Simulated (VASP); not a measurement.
Crystal: BP.

```xyz
2
Lattice="0.0000 2.2690 2.2690 2.2690 0.0000 2.2690 2.2690 2.2690 0.0000" Properties=species:S:1:pos:R:3 pbc="T T T"
P     3.4035    3.4035    3.4035
B     0.0000    0.0000    0.0000
```

A sound run:

```yaml
Program: VASP 6.6.1
Task: dielectric tensor
Functional: LDA
Potentials_or_basis: VASP PAW LDA potentials, release 64 (P, B)
Cutoff: 800 eV
k_mesh: 12 × 12 × 12
Occupations: gaussian, width 0.01 eV
Spin: no spin polarisation
```

It gives band gap on the k mesh 1.18 eV, indirect (least direct gap 3.38 eV).

Q: What do these careless settings give instead: cutoff 350 eV in place of 800 eV; k mesh 6 × 6 × 6 in place of 12 × 12 × 12?

A: Band gap on the k mesh 1.30 eV, indirect (least direct gap 3.38 eV). The run converged, but these numbers show the error of the settings and aren't properties of the crystal.
